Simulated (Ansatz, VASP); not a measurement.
**TaN in VASP and in Ansatz**

```xyz
4
Lattice="3.0500 0.0000 0.0000 -1.5250 2.6414 0.0000 0.0000 0.0000 4.7424" Properties=species:S:1:pos:R:3 pbc="T T T"
Ta    0.0000    1.7609    0.0000
Ta    1.5250    0.8805    2.3712
N     0.0000    1.7609    1.8258
N     1.5250    0.8805    4.1970
```

Change from the starting cell: strain -0.0400 x Voigt [0, 0, 1, 0, 0, 0], atoms carried along.

Alike in both runs: task single point; functional PBE; k mesh 18 × 18 × 10; occupations gaussian, width 0.15 eV; no spin polarisation.

```csv
,VASP,Ansatz
version,VASP 6.6.1,Ansatz 0.2.0
potentials or method,"VASP PAW PBE potentials, release 64 (Ta_pv, N)","scalar-relativistic, plane waves, PAW"
plane-wave cutoff (eV),520,420
valence electrons in the cell,32,36
```

```tsv
	VASP	Ansatz	Ansatz less VASP
gap on the k mesh at the Fermi level (eV)	none	none	-
pressure (GPa)	170.6	166.8	-3.81
largest component of the traceless stress (GPa)	2.49	2.66	+0.173
rms of the force components (eV/Å)	0.015	0.004	-0.0114
```

Atom by atom the forces differ by 0.011 eV/Å (rms over components). A gap of «none» marks a metal or a gap that the smearing closes. The two sets of potentials don't hold the same shells in valence.

Caveats: the cell as given lies far from equilibrium; so large a pressure means that the cell lies far from this level's equilibrium, or that cutoff or potentials fall short (VASP). Spin-orbit coupling is left out, which matters for the levels of Ta.
